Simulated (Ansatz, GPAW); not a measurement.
One calculation of CdTe, 3 ways

```
Te Cd
1.0
     0.00000    3.20500    3.20500
     3.20500    0.00000    3.20500
     3.20500    3.20500    0.00000
Te Cd
1 1
Direct
  0.75000 0.75000 0.75000
  0.00000 0.00000 0.00000
```

Alike in all runs: task band structure; functional BLYP; k mesh 7 × 7 × 7; occupations fermi-dirac, width 0.05 eV; no spin polarisation; no spin-orbit coupling. Pressure is positive in compression and, in plane waves, holds the error of the finite cutoff, which Ansatz's Pulay term estimates and takes out. Gaps are the smaller of the mesh's and the band path's.

```tsv
program and potentials	plane-wave cutoff (eV)	notes	band gap (eV)	pressure (GPa)
Ansatz, Ansatz PAW	420	potentials made for PBE, which Ansatz adapts in part; 18 valence electrons an atom on average; Pulay term of +0.03 GPa included	0.78	6.92
Ansatz, all-electron LAPW, scalar-relativistic	-	-	0.78	6.94
GPAW, PAW data sets generated for this functional	600	9 valence electrons an atom on average	0.78	6.50
```

All agree on the band gap. The pressure spans 6.50 (GPAW, PAW data sets generated for this functional) to 6.94 GPa (Ansatz, all-electron LAPW, scalar-relativistic), with all-electron results at 6.94. Some sets were made for another functional than the one run, which can shift their rows. Spin-orbit coupling, left out here, moves the band edges of heavy atoms.

Differences between rows come from potentials, basis sets and numerical settings, since the functional is the same but for its coding. Runs on potential files found faulty are left out.
